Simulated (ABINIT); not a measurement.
Crystal: Ti.

```xyz
1
Lattice="0.0000 2.0300 2.0300 2.0300 0.0000 2.0300 2.0300 2.0300 0.0000" Properties=species:S:1:pos:R:3 pbc="T T T"
Ti    0.0000    0.0000    0.0000
```

This isn't the form of Ti at room conditions, which is hcp.

Base run:

* Program: ABINIT 10.8.3 (patched build)
* Functional: r2SCAN
* Potentials or basis: JTH PAW PBE v2.0
* Cutoff: 490 eV
* k mesh: 11 × 11 × 11
* Occupations: fermi-dirac, width 0.05 eV
* Spin: no spin polarisation

Its results: band gap on the k mesh none (metal or under the smearing width); pressure 3.2 GPa.

Task: The run is repeated on the same cell with these changes: functional from r2SCAN to WC. What comes out?

Result: Band gap on the k mesh none (metal or under the smearing width); pressure -0.2 GPa.

Caveats: the PAW data sets were made with another functional, which shifts forces and pressure a little.
